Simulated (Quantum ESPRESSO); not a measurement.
# black arsenene, 1 layer: a series in strain along the second axis, part 3 of 6

What law, if any, do the results for black arsenene, 1 layer follow against strain along the second axis?

Quantum ESPRESSO 7.5; plane-wave DFT, PBE, GBRV ultrasoft pseudopotentials.

So far. Step 2 (Relaxing cell and ions of the reference):  The last row is no step: it is a fresh SCF in the final cell with a new plane-wave basis, -0 meV from the row before. Step 3 (Relaxing the ions, -4 %): The relaxation lowers the energy by 1 meV an atom.

## 5. Electrostatic potential, -4 %

plot_num = 11 writes the bare and Hartree potential, from which vacuum levels or, in a crystal, the mean potential are read.

Contents of m0.pot.in:

```
&inputpp
  prefix = 'm0.scf'
  outdir = './out'
  filplot = 'm0.pot.dat'
  plot_num = 11
/
```

Started as:

```
> OMP_NUM_THREADS=1 mpirun -n 4 pp.x -in m0.pot.in > m0.pot.out
```

The log of the run:

```text
[banner, memory and clock lines left out]
Program POST-PROC v.7.5 starts

          URL

     ./out/m0.scf.save/

     IMPORTANT: XC functional enforced from input :
     Exchange-correlation= PBE
                           (   1   4   3   4   0   0   0)
     Any further DFT definition will be discarded
     Please, verify this is what you really want

     negative rho (up, down):  3.793E-04 0.000E+00

     Calling punch_plot, plot_num =  11
     Writing data to file  m0.pot.dat
     Message from routine chdens:
     namelist plot not found or invalid, exiting
```

Run time: 0.91 s. Hardware: 4 MPI ranks of Arm Neoverse V1, shared host; peak memory 0.11 GiB.

Numbers from this step:

| Item | Value |
| --- | --- |
| slope of the potential above | 9.23e-5 eV/Å |
| upper vacuum line continued to the top atoms, over the valence top | 4.550 eV |
| slope of the potential below | -2.89e-4 eV/Å |
| lower vacuum line continued to the bottom atoms, over the valence top | 4.549 eV |
| vacuum level at the upper face over the valence top of the mesh | 4.550 eV |
| vacuum level at the lower face over the valence top of the mesh | 4.550 eV |

The potential energy, planar mean oscillates, so the rows of the table below give means over windows of 0.5 Å about each position, cut where the curve ends. Its maxima inside the range that stand out by 2 % of the span (Å: eV): 7.57: 33.4, 8.74: 1.09, 9.91: 33.4. Its minima: 6.88: -1.96, 8.27: -2.48, 9.21: -2.48, 10.60: -1.96.

Electrostatic potential energy of an electron; zero at the highest filled level of the SCF mesh. The potential energy, planar mean by z; means over each step:

```
z (Å)  potential energy, planar mean (eV)
  0.0                                4.55
  0.5                                4.55
  1.0                                4.55
  1.5                                4.55
  2.0                                4.55
  2.5                                4.55
  3.0                                4.55
  3.5                                4.55
  4.0                                4.55
  4.5                                4.54
  5.0                                4.51
  5.5                                4.38
  6.0                                3.82
  6.5                                1.48
  7.0                                5.38
  7.5                                29.4
  8.0                                8.23
  8.5                              -0.205
  9.0                              -0.337
  9.5                                9.34
 10.0                                29.3
 10.5                                4.42
 11.0                                1.63
 11.5                                3.86
 12.0                                4.39
 12.5                                4.51
 13.0                                4.54
 13.5                                4.55
 14.0                                4.55
 14.5                                4.55
 15.0                                4.55
 15.5                                4.55
 16.0                                4.55
 16.5                                4.55
 17.0                                4.55
```

## 6. Band structure, -4 %

Bands along a path place the edges.

Contents of m0.bands.in:

```
&control
  prefix = 'm0.bands'
  outdir = './out'
  pseudo_dir = './pseudo'
  calculation = 'bands'
/
&system
  ibrav = 0
  nat = 4
  ntyp = 1
  ecutwfc = 40
  ecutrho = 200
  occupations = 'smearing'
  smearing = 'fd'
  degauss = 0.002
  nbnd = 16
/
&electrons
  conv_thr = 1e-07
  mixing_beta = 0.4
  electron_maxstep = 120
  mixing_mode = 'plain'
/
ATOMIC_SPECIES
  As  74.9216  as_pbe_v1.uspp.F.UPF
CELL_PARAMETERS angstrom
  4.75588071800000 0.00000000000000 0.00000000000000
  0.00000000000000 3.54444591456000 0.00000000000000
  0.00000000000000 0.00000000000000 17.48000000000000
ATOMIC_POSITIONS crystal
  As  0.068469552300 0.000000000000 0.430985534200
  As  0.431611633700 0.500000000000 0.430986798900
  As  0.568388366300 0.500000000000 0.569013201100
  As  0.931530447700 0.000000000000 0.569014465800
K_POINTS crystal_b
5
  0.0000000000 0.0000000000 0.0000000000 12
  0.5000000000 0.0000000000 0.0000000000 12
  0.5000000000 0.5000000000 0.0000000000 12
  0.0000000000 0.5000000000 0.0000000000 12
  0.0000000000 0.0000000000 0.0000000000 1
```

Started as:

```
> cp -r out/m0.scf.save out/m0.bands.save
> cp out/m0.scf.xml out/m0.bands.xml
> OMP_NUM_THREADS=1 mpirun -n 4 pw.x -nk 4 -in m0.bands.in > m0.bands.out
```

The log of the run:

```text
[banner, memory and clock lines left out]
Program PWSCF v.7.5 starts

          URL

     Atomic positions and unit cell read from directory:
     ./out/m0.bands.save/

     Message from routine setup:
     using ibrav=0 with symmetry is DISCOURAGED, use correct ibrav instead

     G-vector sticks info

     bravais-lattice index     =            0
     lattice parameter (alat)  =       8.9873  a.u.
     unit-cell volume          =    1988.4622 (a.u.)^3
     number of atoms/cell      =            4
     number of atomic types    =            1
     number of electrons       =        20.00
     number of Kohn-Sham states=           16
     kinetic-energy cutoff     =      40.0000  Ry
     charge density cutoff     =     200.0000  Ry
     Exchange-correlation= SLA  PW   PBE  PBE
                           (   1   4   3   4   0   0   0)

     celldm(1)=   8.987312  celldm(2)=   0.000000  celldm(3)=   0.000000
     celldm(4)=   0.000000  celldm(5)=   0.000000  celldm(6)=   0.000000

     crystal axes: (cart. coord. in units of alat)
               a(1) = (   1.000000   0.000000   0.000000 )
               a(2) = (   0.000000   0.745276   0.000000 )
               a(3) = (   0.000000   0.000000   3.675450 )

     reciprocal axes: (cart. coord. in units 2 pi/alat)
               b(1) = (  1.000000  0.000000  0.000000 )
               b(2) = (  0.000000  1.341784  0.000000 )
               b(3) = (  0.000000  0.000000  0.272076 )

     PseudoPot. # 1 for As read from file:
     ./pseudo/as_pbe_v1.uspp.F.UPF
     Pseudo is Ultrasoft + core correction, Zval =  5.0
     Generated by new atomic code, or converted to UPF format
     Using radial grid of  875 points,  6 beta functions with:
                l(1) =   0
                l(2) =   0
                l(3) =   1
                l(4) =   1
                l(5) =   2
                l(6) =   2
     Q(r) pseudized with  8 coefficients,  rinner =    1.300   1.300   1.300
                                                       1.300   1.300

     atomic species   valence    mass     pseudopotential
     As                5.00    74.92160     As( 1.00)

      4 Sym. Ops., with inversion, found

   Cartesian axes

     site n.     atom                  positions (alat units)
         1        As     tau(   1) = (   0.0684696   0.0000000   1.5840656  )
         2        As     tau(   2) = (   0.4316116   0.3726382   1.5840703  )
         3        As     tau(   3) = (   0.5683884   0.3726382   2.0913794  )
         4        As     tau(   4) = (   0.9315304   0.0000000   2.0913840  )

     number of k points=    49  Fermi-Dirac smearing, width (Ry)=  0.0020
                       cart. coord. in units 2pi/alat
        k(    1) = (   0.0000000   0.0000000   0.0000000), wk =   0.0408163
        k(    2) = (   0.0416667   0.0000000   0.0000000), wk =   0.0408163
        k(    3) = (   0.0833333   0.0000000   0.0000000), wk =   0.0408163
        k(    4) = (   0.1250000   0.0000000   0.0000000), wk =   0.0408163
        k(    5) = (   0.1666667   0.0000000   0.0000000), wk =   0.0408163
        k(    6) = (   0.2083333   0.0000000   0.0000000), wk =   0.0408163
        k(    7) = (   0.2500000   0.0000000   0.0000000), wk =   0.0408163
        k(    8) = (   0.2916667   0.0000000   0.0000000), wk =   0.0408163
        k(    9) = (   0.3333333   0.0000000   0.0000000), wk =   0.0408163
        k(   10) = (   0.3750000   0.0000000   0.0000000), wk =   0.0408163
        k(   11) = (   0.4166667   0.0000000   0.0000000), wk =   0.0408163
        k(   12) = (   0.4583333   0.0000000   0.0000000), wk =   0.0408163
        k(   13) = (   0.5000000   0.0000000   0.0000000), wk =   0.0408163
        k(   14) = (   0.5000000   0.0559077   0.0000000), wk =   0.0408163
        k(   15) = (   0.5000000   0.1118153   0.0000000), wk =   0.0408163
        k(   16) = (   0.5000000   0.1677230   0.0000000), wk =   0.0408163
        k(   17) = (   0.5000000   0.2236307   0.0000000), wk =   0.0408163
        k(   18) = (   0.5000000   0.2795383   0.0000000), wk =   0.0408163
        k(   19) = (   0.5000000   0.3354460   0.0000000), wk =   0.0408163
        k(   20) = (   0.5000000   0.3913537   0.0000000), wk =   0.0408163
        k(   21) = (   0.5000000   0.4472613   0.0000000), wk =   0.0408163
        k(   22) = (   0.5000000   0.5031690   0.0000000), wk =   0.0408163
        k(   23) = (   0.5000000   0.5590767   0.0000000), wk =   0.0408163
        k(   24) = (   0.5000000   0.6149843   0.0000000), wk =   0.0408163
        k(   25) = (   0.5000000   0.6708920   0.0000000), wk =   0.0408163
        k(   26) = (   0.4583333   0.6708920   0.0000000), wk =   0.0408163
        k(   27) = (   0.4166667   0.6708920   0.0000000), wk =   0.0408163
        k(   28) = (   0.3750000   0.6708920   0.0000000), wk =   0.0408163
        k(   29) = (   0.3333333   0.6708920   0.0000000), wk =   0.0408163
        k(   30) = (   0.2916667   0.6708920   0.0000000), wk =   0.0408163
        k(   31) = (   0.2500000   0.6708920   0.0000000), wk =   0.0408163
        k(   32) = (   0.2083333   0.6708920   0.0000000), wk =   0.0408163
        k(   33) = (   0.1666667   0.6708920   0.0000000), wk =   0.0408163
        k(   34) = (   0.1250000   0.6708920   0.0000000), wk =   0.0408163
        k(   35) = (   0.0833333   0.6708920   0.0000000), wk =   0.0408163
        k(   36) = (   0.0416667   0.6708920   0.0000000), wk =   0.0408163
        k(   37) = (   0.0000000   0.6708920   0.0000000), wk =   0.0408163
        k(   38) = (   0.0000000   0.6149843   0.0000000), wk =   0.0408163
        k(   39) = (   0.0000000   0.5590767   0.0000000), wk =   0.0408163
        k(   40) = (   0.0000000   0.5031690   0.0000000), wk =   0.0408163
        k(   41) = (   0.0000000   0.4472613   0.0000000), wk =   0.0408163
        k(   42) = (   0.0000000   0.3913537   0.0000000), wk =   0.0408163
        k(   43) = (   0.0000000   0.3354460   0.0000000), wk =   0.0408163
        k(   44) = (   0.0000000   0.2795383   0.0000000), wk =   0.0408163
        k(   45) = (   0.0000000   0.2236307   0.0000000), wk =   0.0408163
        k(   46) = (   0.0000000   0.1677230   0.0000000), wk =   0.0408163
        k(   47) = (   0.0000000   0.1118153   0.0000000), wk =   0.0408163
        k(   48) = (   0.0000000   0.0559077   0.0000000), wk =   0.0408163
        k(   49) = (   0.0000000   0.0000000   0.0000000), wk =   0.0408163

     Dense  grid:    94927 G-vectors     FFT dimensions: (  45,  32, 150)

     Smooth grid:    67991 G-vectors     FFT dimensions: (  40,  27, 135)

     The potential is recalculated from file :
     ./out/m0.bands.save/charge-density

     negative rho (up, down):  3.793E-04 0.000E+00
[...]
-14.4411 -14.1486 -10.1860  -9.8337  -4.2337  -3.7863  -2.6669  -2.4382
    -2.1407  -1.4585   0.4139   0.8622   1.4328   1.8659   2.0157   2.2816

          k = 0.5000 0.0000 0.0000 (  8534 PWs)   bands (ev):

   -14.2961 -14.2953 -10.0227 -10.0225  -4.0156  -4.0147  -2.5506  -2.5500
    -1.7810  -1.7805   0.6485   0.6486   1.6343   1.6344   2.1325   2.1327

          k = 0.5000 0.0559 0.0000 (  8502 PWs)   bands (ev):

   -14.2790 -14.2782 -10.0172 -10.0170  -4.0063  -4.0054  -2.8370  -2.8365
    -1.6481  -1.6476   0.7421   0.7424   1.6247   1.6248   2.1708   2.1710

          k = 0.5000 0.1118 0.0000 (  8526 PWs)   bands (ev):

   -14.2279 -14.2271 -10.0020 -10.0019  -3.9822  -3.9814  -3.3754  -3.3750
    -1.5510  -1.5504   0.9675   0.9681   1.6381   1.6383   2.2948   2.2950

          k = 0.5000 0.1677 0.0000 (  8510 PWs)   bands (ev):

   -14.1434 -14.1426  -9.9815  -9.9814  -4.0435  -4.0429  -3.8589  -3.8581
    -1.6319  -1.6312   1.1585   1.1592   1.7573   1.7576   2.5480   2.5481

          k = 0.5000 0.2236 0.0000 (  8512 PWs)   bands (ev):

   -14.0267 -14.0259  -9.9633  -9.9633  -4.5612  -4.5609  -3.8588  -3.8580
    -1.8529  -1.8524   1.2538   1.2544   1.9349   1.9352   2.9632   2.9633

          k = 0.5000 0.2795 0.0000 (  8508 PWs)   bands (ev):

   -13.8796 -13.8788  -9.9589  -9.9589  -5.0709  -5.0706  -3.8210  -3.8203
    -2.1461  -2.1458   1.3301   1.3306   2.0877   2.0880   3.4644   3.4647

          k = 0.5000 0.3354 0.0000 (  8480 PWs)   bands (ev):

   -13.7049 -13.7041  -9.9828  -9.9828  -5.4990  -5.4988  -3.8256  -3.8252
    -2.4354  -2.4353   1.4126   1.4132   2.2188   2.2192   3.9447   3.9451

          k = 0.5000 0.3914 0.0000 (  8498 PWs)   bands (ev):

   -13.5073 -13.5065 -10.0497 -10.0495  -5.8190  -5.8190  -3.9306  -3.9305
    -2.6377  -2.6374   1.4859   1.4866   2.3457   2.3461   4.3196   4.3199

          k = 0.5000 0.4473 0.0000 (  8498 PWs)   bands (ev):

   -13.2940 -13.2932 -10.1668 -10.1666  -6.0151  -6.0150  -4.1632  -4.1630
    -2.7098  -2.7091   1.5213   1.5222   2.4874   2.4878   4.4590   4.4592

          k = 0.5000 0.5032 0.0000 (  8514 PWs)   bands (ev):

   -13.0772 -13.0763 -10.3261 -10.3258  -6.0865  -6.0864  -4.4753  -4.4750
    -2.6897  -2.6889   1.5044   1.5055   2.6564   2.6568   4.4716   4.4721

          k = 0.5000 0.5591 0.0000 (  8506 PWs)   bands (ev):

   -12.8776 -12.8768 -10.4991 -10.4987  -6.0517  -6.0515  -4.7997  -4.7993
    -2.6365  -2.6355   1.4523   1.4537   2.8403   2.8407   4.5113   4.5121

          k = 0.5000 0.6150 0.0000 (  8506 PWs)   bands (ev):

   -12.7287 -12.7279 -10.6394 -10.6390  -5.9535  -5.9532  -5.0738  -5.0734
    -2.5898  -2.5888   1.4008   1.4022   2.9962   2.9966   4.5747   4.5756

          k = 0.5000 0.6709 0.0000 (  8496 PWs)   bands (ev):

   -12.6720 -12.6711 -10.6946 -10.6942  -5.8894  -5.8891  -5.1965  -5.1962
    -2.5718  -2.5708   1.3798   1.3813   3.0604   3.0607   4.6477   4.6486

          k = 0.4583 0.6709 0.0000 (  8516 PWs)   bands (ev):

   -12.6770 -12.6761 -10.6935 -10.6931  -5.8819  -5.8816  -5.1711  -5.1708
    -2.5741  -2.5731   1.3786   1.3800   2.9610   2.9613   4.5843   4.5848

          k = 0.4167 0.6709 0.0000 (  8496 PWs)   bands (ev):

   -12.6915 -12.6907 -10.6904 -10.6900  -5.8572  -5.8570  -5.0979  -5.0976
    -2.5805  -2.5795   1.3697   1.3711   2.7064   2.7067   4.4006   4.4011

          k = 0.3750 0.6709 0.0000 (  8500 PWs)   bands (ev):

   -12.7142 -12.7134 -10.6861 -10.6858  -5.8113  -5.8111  -4.9842  -4.9840
    -2.5900  -2.5891   1.3339   1.3353   2.3853   2.3854   4.0848   4.0852

          k = 0.3333 0.6709 0.0000 (  8520 PWs)   bands (ev):

   -12.7431 -12.7422 -10.6817 -10.6814  -5.7402  -5.7401  -4.8391  -4.8390
    -2.6013  -2.6005   1.2270   1.2281   2.0939   2.0940   3.6780   3.6782

          k = 0.2917 0.6709 0.0000 (  8520 PWs)   bands (ev):

   -12.7756 -12.7748 -10.6780 -10.6777  -5.6429  -5.6429  -4.6717  -4.6717
    -2.6136  -2.6128   1.0008   1.0017   1.9112   1.9114   3.2272   3.2274

          k = 0.2500 0.6709 0.0000 (  8492 PWs)   bands (ev):

   -12.8093 -12.8085 -10.6756 -10.6753  -5.5213  -5.5212  -4.4910  -4.4908
    -2.6276  -2.6269   0.6883   0.6890   1.8208   1.8212   2.7707   2.7708

          k = 0.2083 0.6709 0.0000 (  8502 PWs)   bands (ev):

   -12.8420 -12.8412 -10.6746 -10.6744  -5.3810  -5.3808  -4.3047  -4.3044
    -2.6475  -2.6470   0.3675   0.3681   1.7412   1.7416   2.3552   2.3553

          k = 0.1667 0.6709 0.0000 (  8508 PWs)   bands (ev):

   -12.8715 -12.8708 -10.6749 -10.6747  -5.2313  -5.2311  -4.1191  -4.1187
    -2.6826  -2.6821   0.0951   0.0957   1.5564   1.5566   2.0805   2.0806

          k = 0.1250 0.6709 0.0000 (  8512 PWs)   bands (ev):

   -12.8962 -12.8955 -10.6761 -10.6759  -5.0861  -5.0858  -3.9385  -3.9379
    -2.7453  -2.7449  -0.0910  -0.0904   1.2322   1.2323   1.9829   1.9831

          k = 0.0833 0.6709 0.0000 (  8492 PWs)   bands (ev):

   -12.9148 -12.9141 -10.6774 -10.6772  -4.9629  -4.9625  -3.7668  -3.7660
    -2.8417  -2.8414  -0.1712  -0.1704   0.8922   0.8925   1.9536   1.9538

          k = 0.0417 0.6709 0.0000 (  8472 PWs)   bands (ev):

   -12.9263 -12.9256 -10.6784 -10.6783  -4.8796  -4.8793  -3.6190  -3.6181
    -2.9530  -2.9529  -0.1604  -0.1593   0.6193   0.6199   1.9435   1.9438

          k = 0.0000 0.6709 0.0000 (  8474 PWs)   bands (ev):

   -12.9302 -12.9295 -10.6788 -10.6787  -4.8502  -4.8498  -3.5505  -3.5495
    -3.0116  -3.0115  -0.1328  -0.1314   0.5036   0.5043   1.9410   1.9412

          k = 0.0000 0.6150 0.0000 (  8478 PWs)   bands (ev):

   -13.2809 -12.5683 -11.0748 -10.2625  -4.9830  -4.7701  -3.6336  -3.5304
    -3.1038  -2.8261  -0.0990  -0.0264   0.1506   0.9091   1.6023   2.2974

          k = 0.0000 0.5591 0.0000 (  8476 PWs)   bands (ev):

   -13.6149 -12.2047 -11.4456  -9.8329  -5.1171  -4.7866  -3.7768  -3.5582
    -3.0737  -2.5918  -0.1334   0.0535   0.2090   1.2993   1.3540   2.6579

          k = 0.0000 0.5032 0.0000 (  8446 PWs)   bands (ev):

   -13.9269 -11.8494 -11.7877  -9.3993  -5.2146  -4.8951  -3.9601  -3.6027
    -2.9508  -2.3423  -0.3210   0.2584   0.5488   1.0816   1.8285   3.0089

          k = 0.0000 0.4473 0.0000 (  8458 PWs)   bands (ev):

   -14.2129 -12.0984 -11.5147  -8.9745  -5.2499  -5.0559  -4.1617  -3.6299
    -2.8118  -2.1006  -0.3745   0.3333   0.9634   1.1092   2.3217   3.3353

          k = 0.0000 0.3914 0.0000 (  8472 PWs)   bands (ev):

   -14.4702 -12.3757 -11.2131  -8.5744  -5.2339  -5.2056  -4.3639  -3.6094
    -2.7265  -1.8822  -0.2605   0.2013   1.4225   1.4393   2.8155   3.6204

          k = 0.0000 0.3354 0.0000 (  8477 PWs)   bands (ev):

   -14.6966 -12.6182 -10.9554  -8.2170  -5.4080  -5.0716  -4.5543  -3.5159
    -2.7182  -1.6969   0.0156   0.0195   1.8903   1.9008   3.2628   3.5863

          k = 0.0000 0.2795 0.0000 (  8499 PWs)   bands (ev):

   -14.8903 -12.8248 -10.7481  -7.9186  -5.5661  -4.8478  -4.7247  -3.3338
    -2.7660  -1.5489  -0.1611   0.4251   2.3100   2.4140   3.3680   3.4931

          k = 0.0000 0.2236 0.0000 (  8493 PWs)   bands (ev):

   -15.0503 -12.9948 -10.5918  -7.6884  -5.7016  -4.8693  -4.5468  -3.0625
    -2.8380  -1.4376  -0.3128   0.9044   2.5783   2.9418   3.1882   3.1933

          k = 0.0000 0.1677 0.0000 (  8477 PWs)   bands (ev):

   -15.1755 -13.1275 -10.4818  -7.5256  -5.8101  -4.9848  -4.1975  -2.9107
    -2.7236  -1.3591  -0.4336   1.4056   2.5671   2.5677   3.0477   3.4038

          k = 0.0000 0.1118 0.0000 (  8483 PWs)   bands (ev):

   -15.2654 -13.2226 -10.4108  -7.4212  -5.8891  -5.0687  -3.8498  -2.9699
    -2.3670  -1.3081  -0.5212   1.8693   1.9536   2.3078   2.9468   3.3029

          k = 0.0000 0.0559 0.0000 (  8479 PWs)   bands (ev):

   -15.3195 -13.2797 -10.3717  -7.3642  -5.9371  -5.1196  -3.5793  -3.0080
    -2.0769  -1.2798  -0.5741   1.5112   2.0119   2.2150   2.8857   3.2420

          k = 0.0000 0.0000 0.0000 (  8485 PWs)   bands (ev):

   -15.3375 -13.2988 -10.3592  -7.3462  -5.9532  -5.1366  -3.4744  -3.0211
    -1.9610  -1.2707  -0.5919   1.3477   1.8847   2.3469   2.8650   3.2217

     XML data file, pseudopotentials, collected wavefunctions

                                        0.00s GPU  (     654 calls)
```

Elapsed: 37 s, on 4 MPI ranks; peak memory 0.37 GiB.

Read from the output:

| Quantity | Value |
| --- | --- |
| conduction bottom, on the run's zero | -0.5919 eV |
| gap by band count | 0.5723 eV |

Band numbers count within the set of bands kept for display. The electronic bands at the labelled points (eV, zero at the highest filled level of the SCF mesh; v1 is the highest filled band, c1 the lowest empty one):

```
  point     v4     v3     v2     v1    c1    c2    c3    c4
      Γ  -2.31  -1.86  -0.80  -0.11  0.57  2.51  3.05  3.51
halfway  -2.04  -1.35  -0.89  -0.71  1.48  2.04  2.67  3.12
      X  -1.39  -1.39  -0.62  -0.62  1.81  1.81  2.80  2.80
halfway  -2.66  -2.66  -1.27  -1.27  2.58  2.58  3.38  3.38
      S  -4.03  -4.03  -1.41  -1.41  2.54  2.55  4.22  4.22
halfway  -3.33  -3.33  -1.46  -1.46  1.85  1.85  2.98  2.99
      Y  -2.39  -2.39  -1.85  -1.85  1.03  1.03  1.67  1.67
halfway  -3.39  -2.35  -1.55  -0.53  1.18  1.18  3.05  3.06
      Γ  -2.31  -1.86  -0.80  -0.11  0.57  2.51  3.05  3.51
```

Along this path the valence top lies near X and the conduction bottom at Γ.

(Part 3 of 6 ends here.)

[Logs are printed without paths, hosts, clocks, repeated set-up lines and the standing remarks that a program may print on its own settings, such as how far it seeks lower states.]

[Hosts, paths, dates, database ids (printed as entryN), source tags and the programs' standing remarks are cut or masked in the printed files.]

[Maps of the electrostatic potential energy from Ansatz leave out the sawtooth potential of an applied field or a dipole correction, so their vacuum need not be flat; planar profiles and work functions include it.]
